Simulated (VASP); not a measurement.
# HgTe (Coloradoite) (F-43m) in VASP: settings compared, part 2 of 2

VASP 6.6.1.

## (3) Single point, PBE

INCAR reads:

```
SYSTEM = HgTe
  ALGO = Normal
  EDIFF = 1E-6
  ENCUT = 450
  GGA = PE
  ISIF = 2
  ISMEAR = 0
  LASPH = .TRUE.
  LCHARG = .FALSE.
  LREAL = .FALSE.
  LWAVE = .FALSE.
  NBANDS = 20
  NELM = 80
  PREC = Accurate
  SIGMA = 0.02
```

KPOINTS reads:

```
k-points
0
G
  4 4 4
  0 0 0
```

POSCAR reads:

```
HgTe
1.0
    0.0000000000      3.2145000000      3.2145000000
    3.2145000000      0.0000000000      3.2145000000
    3.2145000000      3.2145000000      0.0000000000
Hg Te
1 1
Direct
    0.0000000000      0.0000000000      0.0000000000
    0.7500000000      0.7500000000      0.7500000000
```

Potentials or basis: VASP PAW PBE potentials, release 64 (Hg_sv_GW, Te_GW).

Started as:

```console
> cat potpaw_PBE.64/Hg_sv_GW/POTCAR potpaw_PBE.64/Te_GW/POTCAR > POTCAR
> mpirun -np 1 vasp_std > vasp.out
```

OUTCAR:

```text
SYSTEM = HgTe
   EDIFF = 1E-6
   ENCUT = 450
   GGA = PE
   ISIF = 2
   ISMEAR = 0
   LASPH = .TRUE.
   LREAL = .FALSE.
   NELM = 80
   PREC = Accurate

 ion  position               nearest neighbor table
   1  0.000  0.000  0.000-   2 2.78   2 2.78   2 2.78   2 2.78
   2  0.750  0.750  0.750-   1 2.78   1 2.78   1 2.78   1 2.78

  LATTYP: Found a face centered cubic cell.
 ALAT       =     6.4290000000

  Lattice vectors:

 A1 = (   0.0000000000,   3.2145000000,   3.2145000000)
 A2 = (   3.2145000000,   0.0000000000,   3.2145000000)
 A3 = (   3.2145000000,   3.2145000000,   0.0000000000)

Analysis of symmetry for initial positions (statically):
=====================================================================
 Subroutine PRICEL returns:
 Original cell was already a primitive cell.

 Routine SETGRP: Setting up the symmetry group for a
 face centered cubic supercell.

 Subroutine GETGRP returns: Found 24 space group operations
 (whereof 24 operations were pure point group operations)
 out of a pool of 48 trial point group operations.

The static configuration has the point symmetry T_d .

Analysis of symmetry for dynamics (positions and initial velocities):
=====================================================================
 Subroutine PRICEL returns:
 Original cell was already a primitive cell.

 Routine SETGRP: Setting up the symmetry group for a
 face centered cubic supercell.

 Subroutine GETGRP returns: Found 24 space group operations
 (whereof 24 operations were pure point group operations)
 out of a pool of 48 trial point group operations.

The dynamic configuration has the point symmetry T_d .

 Subroutine INISYM returns: Found 24 space group operations
 (whereof 24 operations are pure point group operations),
 and found     1 'primitive' translations

----------------------------------------------------------------------------------------

                                     Primitive cell

[... 89 lines left out ...]
   EFERMI_NEDOS =   21; number of points for ismear=-14 and -15
   IALGO  =     38    algorithm
   IMIX   =      4    mixing-type and parameters
     AMIX     =   0.40;   BMIX     =  1.00
     AMIX_MAG =   1.60;   BMIX_MAG =  1.00
  volume/ion in A,a.u.               =      33.22       224.15
  Fermi-wavevector in a.u.,A,eV,Ry     =   1.197501  2.262949 19.510869  1.434008
  Thomas-Fermi vector in A             =   2.333414
   LORBIT       =      0    0 simple, 1 ext, 2 COOP (PROOUT), +10 PAW based schemes
   GGA     = PE    functional components
   LHFCALC =     F    Hartree Fock is set to
   AEXX    =    0.0000 exact exchange contribution
   IVDW    =     0    specifies the selected vdW correction
   LEPSILON=     F    determine dielectric tensor
   LRPA    =     F    only Hartree local field effects (RPA)
 non-spin polarized calculation
 Gauss-broadening in eV      SIGMA  =   0.02
  energy-cutoff  :      450.00
  volume of cell :       66.43
 maximum number of plane-waves:      1459
   NGX = 15   NGY = 15   NGZ = 15

 number of electron      26.0000013 magnetization

 Free energy of the ion-electron system (eV)
  ---------------------------------------------------
  ext. energy  EPLUGINS =         0.00000000
  ---------------------------------------------------
  free energy    TOTEN  =        -3.48420826 eV

  energy without entropy =       -3.48372619  energy(sigma->0) =       -3.48396723

 E-fermi :   4.4592     XC(G=0):  -8.9647

 val. band max:        4.4531028757   @ k =   0.0000   0.0000   0.0000
 cond. band min:       5.1452406427   @ k =   0.5000   0.0000   0.0000
 fundamental gap:      0.6921377670
 Fermi energy:         4.4591942707

 k-point     1 :       0.0000    0.0000    0.0000
  band No.  band energies     occupation
      1    -110.6767      2.00000
      2     -59.0371      2.00000
      3     -59.0371      2.00000
      4     -59.0371      2.00000
      5      -7.6464      2.00000
      6      -3.0168      2.00000
[... 173 lines left out ...]
     19      15.6635      0.00000
     20      15.6918      0.00000

------------------------ aborting loop because EDIFF is reached ----------------------------------------

  FORCE on cell =-STRESS in cart. coord.  units (eV):
  Direction    XX          YY          ZZ          XY          YZ          ZX
  --------------------------------------------------------------------------------------
  -------------------------------------------------------------------------------------
  Total        1.6233556      1.6233556      1.6233556      0.0000000      0.0000000      0.0000000
  in kB       39.1519998     39.1519998     39.1519998      0.0000000      0.0000000      0.0000000
  external PRESSURE =      39.1519998 kB  Pullay stress =       0.0000000 kB

 VOLUME and BASIS-vectors are now :
 -----------------------------------------------------------------------------
  energy-cutoff  :      450.00
  volume of cell :       66.43
      direct lattice vectors                 reciprocal lattice vectors
     0.000000000  3.214500000  3.214500000    -0.155545186  0.155545186  0.155545186
     3.214500000  0.000000000  3.214500000     0.155545186 -0.155545186  0.155545186
     3.214500000  3.214500000  0.000000000     0.155545186  0.155545186 -0.155545186

 POSITION                                       TOTAL-FORCE (eV/Angst)
 -----------------------------------------------------------------------------------
      0.00000      0.00000      0.00000        -0.000000     -0.000000     -0.000000
      4.82175      4.82175      4.82175         0.000000      0.000000      0.000000
 -----------------------------------------------------------------------------------
    total drift:                                0.000000      0.000000      0.000000

  FREE ENERGIE OF THE ION-ELECTRON SYSTEM (eV)
  ---------------------------------------------------
  free  energy   TOTEN  =        -3.4842082635 eV

  energy  without entropy=       -3.4837261937  energy(sigma->0) =       -3.48396723
```

OSZICAR:

```text
N       E                     dE             d eps       ncg     rms          rms(c)
DAV:   1     0.274603747513E+03    0.27460E+03   -0.13445E+04   384   0.130E+03
DAV:   2     0.236281666422E+02   -0.25098E+03   -0.22954E+03   340   0.514E+02
DAV:   3    -0.232158601731E+01   -0.25950E+02   -0.25617E+02   428   0.142E+02
DAV:   4    -0.369415317105E+01   -0.13726E+01   -0.13712E+01   464   0.398E+01
DAV:   5    -0.371478122453E+01   -0.20628E-01   -0.20617E-01   424   0.469E+00    0.314E+01
DAV:   6    -0.348744290367E+01    0.22734E+00   -0.54047E-01   520   0.122E+01    0.214E+01
DAV:   7    -0.349492763186E+01   -0.74847E-02   -0.26757E-01   488   0.386E+00    0.119E+00
DAV:   8    -0.348438658287E+01    0.10541E-01   -0.43766E-02   508   0.258E+00    0.436E-01
DAV:   9    -0.348417204870E+01    0.21453E-03   -0.59245E-03   436   0.675E-01    0.170E-01
DAV:  10    -0.348420507371E+01   -0.33025E-04   -0.38724E-04   508   0.284E-01    0.146E-01
DAV:  11    -0.348420861974E+01   -0.35460E-05   -0.77353E-05   452   0.154E-01    0.160E-02
DAV:  12    -0.348420826347E+01    0.35627E-06   -0.44280E-06   376   0.223E-02
   1 F= -.34842083E+01 E0= -.34839672E+01  d E =-.482070E-03
```

Run time: 9.7 s. Hardware: 1 thread of Intel Xeon Platinum 8375C at 2.90GHz (Ice Lake), shared host; peak memory 0.18 GiB.

Results:

```
Free energy            : -3.4842 eV
Pressure               : 3.9 GPa
Band gap on the k mesh : none (metal or under the smearing width)
```

Caveat: the k mesh is coarse (spacing up to 0.42 Å⁻¹), so the values aren't converged. The run has no spin-orbit coupling, so splittings on Hg, Te are missing.

## (4) Single point, PBE

INCAR reads:

```
  PREC = Accurate
  ENCUT = 520
  EDIFF = 1E-6
  ISMEAR = 0
  SIGMA = 0.013000000000000001
  LREAL = F
  LASPH = T
  NELM = 60
  ALGO = Normal
  ISIF = 2
  LWAVE = F
  LCHARG = T
  GGA = PE
  LELF = T
  LVHAR = T
  NBANDS = 16
```

KPOINTS reads:

```
Automatic mesh
0
Gamma
  7 7 7
```

POSCAR is that of step 3.

Potentials or basis: VASP PAW PBE potentials, release 64 (Hg, Te).

Started as:

```console
> cat potpaw_PBE.64/Hg/POTCAR potpaw_PBE.64/Te/POTCAR > POTCAR
> mpirun -np 1 vasp_std > vasp.out
```

Wall time 12 s (1 thread of Intel Xeon 6975P-C (Granite Rapids), shared host); peak memory 0.2 GiB.

Results (log left out):

```yaml
Free_energy: -3.5512 eV
Pressure: 4.6 GPa
Band_gap_on_the_k_mesh: none (metal or under the smearing width)
```

Levels at points of the mesh, in eV from the Fermi level:
```csv
k point,band 5,band 6,band 7,band 8,band 9,band 10,band 11,band 12,band 13,band 14
"(0.00, 0.00, 0.00)",-6.91,-6.91,-0.69,0.00,0.00,0.00,4.19,4.19,4.19,6.47
```

## (5) Relaxation of cell and atoms, optPBE-vdW

INCAR reads:

```
SYSTEM = HgTe
PREC = Accurate ; ENCUT = 600
EDIFF = 1E-7 ; ISMEAR = -1
SIGMA = 0.05 ; LREAL = .FALSE.
LASPH = .TRUE. ; NELM = 80
ALGO = Normal ; ISIF = 3
LWAVE = .FALSE. ; LCHARG = .FALSE.
GGA = OR ; LUSE_VDW = .TRUE.
AGGAC = 0.0 ; IBRION = 2
NSW = 60 ; EDIFFG = -0.02
```

KPOINTS reads:

```
regular mesh
0
G
  7 7 7
  0 0 0
```

POSCAR is that of step 4.

Started as:

```console
> cat potpaw_PBE.64/Hg/POTCAR potpaw_PBE.64/Te/POTCAR > POTCAR
> mpirun -np 1 vasp_std > vasp.out
```

It took 2.9 min on 1 thread of Intel Xeon 6975P-C (Granite Rapids), shared host; peak memory 0.47 GiB.

Results (log left out):

```
Free energy                            : 1.3516 eV
Relaxed volume                         : 37.39 Å³/atom
Relaxed cell                           : a = 4.729 Å, b = 4.729 Å, c = 4.729 Å, α = 60.00°, β = 60.00°, γ = 60.00°
Space group after relaxing (to 0.05 Å) : F-43m (No. 216)
Energy gained by relaxing              : 62.7 meV/atom
Ionic steps                            : 3
Pressure after relaxing                : 0.0 GPa
Band gap on the k mesh                 : none (metal or under the smearing width)
```

The path:
| step | energy change (eV) | largest force (eV/Å) | pressure (GPa) | volume (Å³) |
| --- | --- | --- | --- | --- |
| 1 | 0.0000 | 0.0000 | 5.40 | 66.43 |
| 2 | -0.1143 | 0.0000 | -1.16 | 77.78 |
| 3 | -0.1254 | 0.0000 | 0.03 | 74.78 |

Final structure:
```cif
data_structure
_symmetry_space_group_name_H-M 'P 1'
_symmetry_Int_Tables_number 1
_cell_length_a 4.7289
_cell_length_b 4.7289
_cell_length_c 4.7289
_cell_angle_alpha 60.000
_cell_angle_beta 60.000
_cell_angle_gamma 60.000
_cell_volume 74.78
loop_
_atom_site_label
_atom_site_type_symbol
_atom_site_fract_x
_atom_site_fract_y
_atom_site_fract_z
_atom_site_occupancy
Hg1 Hg 0.00000 0.00000 0.00000 1
Te1 Te 0.75000 0.75000 0.75000 1
```

Levels at points of the mesh, in eV from the Fermi level:
```tsv
k point	band 7	band 8	band 9	band 10	band 11	band 12
(0.00, 0.00, 0.00)	-1.08	-0.05	-0.05	-0.05	4.35	4.35
```

Caveat: the PAW data sets were made with another functional, which shifts forces and pressure a little; the volume moved by +13 % from the deposited cell, more than functionals usually miss. Zero-point motion and thermal expansion aren't in these numbers.

## (6) Relaxation of cell and atoms, vdW-DF-cx

INCAR reads:

```
PREC = Accurate ; ENCUT = 600
EDIFF = 1E-6 ; ISMEAR = -1
SIGMA = 0.05 ; LREAL = False
LASPH = True ; NELM = 60
ALGO = Normal ; ISIF = 3
LWAVE = False ; LCHARG = False
GGA = CX ; LUSE_VDW = True
AGGAC = 0.0 ; IBRION = 2
NSW = 60 ; EDIFFG = -0.01
```

KPOINTS reads:

```
Automatic mesh
0
Gamma
  7 7 7
```

POSCAR is that of step 5.

Potentials or basis: VASP PAW PBE potentials, release 64 (Hg, Te).

Started as:

```console
> cat potpaw_PBE.64/Hg/POTCAR potpaw_PBE.64/Te/POTCAR > POTCAR
> mpirun -np 1 vasp_std > vasp.out
```

OUTCAR:

```text
PREC = Accurate
   ENCUT = 600
   EDIFF = 1E-6
   ISMEAR = -1
   LREAL = False
   LASPH = True
   NELM = 60
   ISIF = 3
   GGA = CX
   IBRION = 2
   NSW = 60
   EDIFFG = -0.01

 ion  position               nearest neighbor table
   1  0.000  0.000  0.000-   2 2.78   2 2.78   2 2.78   2 2.78
   2  0.750  0.750  0.750-   1 2.78   1 2.78   1 2.78   1 2.78

  LATTYP: Found a face centered cubic cell.
 ALAT       =     6.4290000000

  Lattice vectors:

 A1 = (   0.0000000000,   3.2145000000,   3.2145000000)
 A2 = (   3.2145000000,   0.0000000000,   3.2145000000)
 A3 = (   3.2145000000,   3.2145000000,   0.0000000000)

Analysis of symmetry for initial positions (statically):
=====================================================================
 Subroutine PRICEL returns:
 Original cell was already a primitive cell.

 Routine SETGRP: Setting up the symmetry group for a
 face centered cubic supercell.

 Subroutine GETGRP returns: Found 24 space group operations
 (whereof 24 operations were pure point group operations)
 out of a pool of 48 trial point group operations.

The static configuration has the point symmetry T_d .

Analysis of symmetry for dynamics (positions and initial velocities):
[... 147 lines left out ...]

 number of electron      18.0000000 magnetization

 Free energy of the ion-electron system (eV)
  ---------------------------------------------------
  ext. energy  EPLUGINS =         0.00000000
  ---------------------------------------------------
  free energy    TOTEN  =         0.92690516 eV

  energy without entropy =        0.92758936  energy(sigma->0) =        0.92724726

------------------------ aborting loop because EDIFF is reached ----------------------------------------

  FORCE on cell =-STRESS in cart. coord.  units (eV):
  Direction    XX          YY          ZZ          XY          YZ          ZX
  --------------------------------------------------------------------------------------
  -------------------------------------------------------------------------------------
  Total        1.0438763      1.0438763      1.0438763     -0.0000000     -0.0000000      0.0000000
  in kB       25.1761507     25.1761507     25.1761507     -0.0000000     -0.0000000      0.0000000
  external PRESSURE =      25.1761507 kB  Pullay stress =       0.0000000 kB
[... 63 lines left out ...]
--------------------------------------- Ionic step        3  -------------------------------------------

 number of electron      18.0000002 magnetization

 Free energy of the ion-electron system (eV)
  ---------------------------------------------------
  ext. energy  EPLUGINS =         0.00000000
  ---------------------------------------------------
  free energy    TOTEN  =         0.89935710 eV

  energy without entropy =        0.90010313  energy(sigma->0) =        0.89973012

 E-fermi :   2.6377     XC(G=0):  -8.7087

 val. band max:        2.5937636190   @ k =   0.0000   0.0000   0.0000
 cond. band min:       3.2385760232   @ k =   0.1429   0.0000   0.0000
 fundamental gap:      0.6448124042
 Fermi energy:         2.6377203138

 k-point     1 :       0.0000    0.0000    0.0000
  band No.  band energies     occupation
      1      -9.1529      2.00000
      2      -4.5384      2.00000
      3      -4.5384      2.00000
      4      -4.5384      2.00000
      5      -4.0542      2.00000
      6      -4.0542      2.00000
      7       1.6928      2.00000
      8       2.5938      1.41329
      9       2.5938      1.41329
     10       2.5938      1.41329
     11       6.8499      0.00000
     12       6.8499      0.00000
     13       6.8499      0.00000
[... 335 lines left out ...]
  energy  without entropy=        0.9001031323  energy(sigma->0) =        0.89973012

Total vdW correction in eV:      3.4650092

 reached required accuracy - stopping structural energy minimisation
```

OSZICAR:

```text
N       E                     dE             d eps       ncg     rms          rms(c)
DAV:   1     0.120234534599E+03    0.12023E+03   -0.88817E+03   520   0.135E+03
DAV:   2     0.557184231658E+01   -0.11466E+03   -0.10839E+03   550   0.280E+02
DAV:   3     0.749398734944E+00   -0.48224E+01   -0.47840E+01   650   0.598E+01
[... 28 lines left out ...]
DAV:   5     0.899365166165E+00    0.69164E-04   -0.31615E-04   563   0.230E-01    0.949E-02
DAV:   6     0.899355311225E+00   -0.98549E-05   -0.68769E-05   550   0.829E-02    0.383E-02
DAV:   7     0.899358349982E+00    0.30388E-05   -0.12815E-05   605   0.459E-02    0.764E-03
DAV:   8     0.899357284707E+00   -0.10653E-05   -0.18585E-06   511   0.103E-02    0.383E-03
DAV:   9     0.899357102489E+00   -0.18222E-06   -0.20373E-07   405   0.306E-03
   3 F= 0.89935710E+00 E0= 0.89973012E+00  d E =-.275481E-01
```

It took 2.8 min on 1 thread of Intel Xeon 6975P-C (Granite Rapids), shared host; peak memory 0.48 GiB.

Results:

| Item | Value |
| --- | --- |
| Free energy | 0.8994 eV |
| Relaxed volume | 35.06 Å³/atom |
| Relaxed cell | a = 4.629 Å, b = 4.629 Å, c = 4.629 Å, α = 60.00°, β = 60.00°, γ = 60.00° |
| Space group after relaxing (to 0.05 Å) | F-43m (No. 216) |
| Energy gained by relaxing | 13.8 meV/atom |
| Ionic steps | 3 |
| Pressure after relaxing | 0.0 GPa |
| Band gap on the k mesh | none (metal or under the smearing width) |

Step by step:
| step | energy change (eV) | largest force (eV/Å) | pressure (GPa) | volume (Å³) |
| --- | --- | --- | --- | --- |
| 1 | 0.0000 | 0.0000 | 2.52 | 66.43 |
| 2 | -0.0239 | 0.0000 | -0.79 | 71.58 |
| 3 | -0.0275 | 0.0000 | 0.00 | 70.12 |

Final structure:
```
Hg Te
1.0
     0.00000    3.27300    3.27300
     3.27300    0.00000    3.27300
     3.27300    3.27300    0.00000
Hg Te
1 1
Direct
  0.00000 0.00000 0.00000
  0.75000 0.75000 0.75000
```

Levels at points of the mesh, in eV from the Fermi level:
```tsv
k point	band 5	band 6	band 7	band 8	band 9	band 10	band 11	band 12	band 13
(0.00, 0.00, 0.00)	-6.69	-6.69	-0.94	-0.04	-0.04	-0.04	4.21	4.21	4.21
```

Caveat: the PAW data sets were made with another functional, which shifts forces and pressure a little. The run has no spin-orbit coupling, so splittings on Hg, Te are missing.

## (7) The reference run

An earlier run on the cell as given: functional PBE; potentials or basis VASP PAW PBE potentials, release 64 (Hg, Te); cutoff 520 eV; k mesh 7 × 7 × 7; occupations fermi-dirac, width 0.05 eV; no spin polarisation.

* Pressure: 4.6 GPa
* Band gap on the k mesh: none (metal or under the smearing width)

## (8) Overview

| task | level | potentials or basis | cell | k mesh | cutoff (eV) | smearing | ladder | mesh quality | gap on the mesh (eV) | pressure (GPa) | relaxed volume (Å³/atom) |
| --- | --- | --- | --- | --- | --- | --- | --- | --- | --- | --- | --- |
| relaxation of cell and atoms | PBE+D3(BJ) | VASP PAW PBE potentials, release 64 (Hg, Te) | relaxed | 6 × 6 × 6 | 600 | fermi-dirac 0.05 eV | gaps | not flagged | none | 0.0 | 35.17 |
| single point | PBE | VASP PAW PBE potentials, release 64 (Hg_sv_GW, Te_GW) | as given | 4 × 4 × 4 | 450 | gaussian 0.02 eV | - | coarse | none | 3.9 | - |
| single point | PBE | VASP PAW PBE potentials, release 64 (Hg, Te) | as given | 7 × 7 × 7 | 520 | gaussian 0.013 eV | - | not flagged | none | 4.6 | - |
| relaxation of cell and atoms | optPBE-vdW | VASP PAW PBE potentials, release 64 (Hg, Te) | relaxed | 7 × 7 × 7 | 600 | fermi-dirac 0.05 eV | - | not flagged | none | 0.0 | 37.39 |
| relaxation of cell and atoms | vdW-DF-cx | VASP PAW PBE potentials, release 64 (Hg, Te) | relaxed | 7 × 7 × 7 | 600 | fermi-dirac 0.05 eV | - | not flagged | none | 0.0 | 35.06 |
| single point | PBE | VASP PAW PBE potentials, release 64 (Hg, Te) | as given | 7 × 7 × 7 | 520 | fermi-dirac 0.05 eV | - | not flagged | none | 4.6 | - |

Alike in all rows: no spin polarisation.

Caveats: some runs use coarse meshes; the PAW data sets were made with another functional, which shifts forces and pressure a little (some runs); pairwise dispersion overbinds metals, which lowers pressure and volume (some runs); the volume moved by +13 % from the deposited cell, more than functionals usually miss (some runs).

Total energies depend on the potentials used, so only differences within one code and one set of settings carry meaning.
